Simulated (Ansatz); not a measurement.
Structure: SrO in the zincblende structure, at its r2SCAN minimum. Space group F-43m (No. 216), cubic; conventional cell a = 5.585 Å, 21.77 Å³ an atom. Sr is surrounded by 4 O at 2.42 Å; O is surrounded by 4 Sr at 2.42 Å.

```
CELL_PARAMETERS angstrom
0.00000 2.79228 2.79228
2.79228 0.00000 2.79228
2.79228 2.79228 0.00000
ATOMIC_POSITIONS crystal
Sr 0.00000 0.00000 0.00000
O 0.25000 0.25000 0.25000
```

4 runs of Ansatz on this cell differ in the functional (and in the settings that go with it). Levels are in eV from each run's valence top; v1 is the last filled band, c1 the first empty one.

Run A, mean stress -0.6 GPa (compression positive):
```
point      v4     v3     v2     v1    c1     c2
    Γ  -14.80  -0.89  -0.89  -0.89  4.97  11.10
    X  -13.65  -1.50  -0.01  -0.01  7.19   8.49
    U  -13.59  -1.11  -0.23  -0.18  7.20   8.70
    L  -14.02  -0.76  -0.56  -0.56  7.97   9.76
    W  -13.54  -0.73  -0.73   0.00  7.20   8.42
```

Run B, mean stress -3.8 GPa (compression positive):
```
point      v4     v3     v2     v1    c1    c2
    Γ  -13.87  -0.86  -0.86  -0.86  2.30  8.03
    X  -12.43  -1.47  -0.01  -0.01  4.39  5.62
    U  -12.38  -1.09  -0.22  -0.17  4.38  5.83
    L  -12.76  -0.75  -0.54  -0.54  5.10  6.94
    W  -12.33  -0.72  -0.71   0.00  4.39  5.57
```

Run C, mean stress +1.0 GPa (compression positive):
```
point      v4     v3     v2     v1    c1    c2
    Γ  -14.05  -0.84  -0.84  -0.84  2.52  8.07
    X  -12.71  -1.42  -0.01  -0.01  4.59  5.75
    U  -12.66  -1.05  -0.21  -0.16  4.58  5.96
    L  -13.03  -0.71  -0.53  -0.53  5.28  7.13
    W  -12.61  -0.70  -0.67   0.00  4.59  5.69
```

Run D, mean stress -0.3 GPa (compression positive):
```
point      v4     v3     v2     v1    c1     c2
    Γ  -14.69  -0.89  -0.89  -0.89  4.56  10.60
    X  -13.51  -1.49  -0.01  -0.01  6.76   8.04
    U  -13.45  -1.10  -0.23  -0.17  6.76   8.25
    L  -13.87  -0.75  -0.55  -0.55  7.53   9.32
    W  -13.40  -0.73  -0.72   0.00  6.77   7.98
```

Problem. Match the runs to LDA, PBE, DDH-PBE0, PBE0.

Solution. A is DDH-PBE0, B is LDA, C is PBE, D is PBE0. In order of the gap: LDA 2.30, PBE 2.52, PBE0 4.56, DDH-PBE0 4.97 eV.

Values at 0 K without nuclear motion; spin polarisation is off, and the phase may be a hypothetical one.

The runs are scalar-relativistic, without spin-orbit coupling.

The program warns that its thresholds are loose for a hybrid's stress.

The meshes of the hybrids are coarse, so their gaps aren't converged to the digits shown.
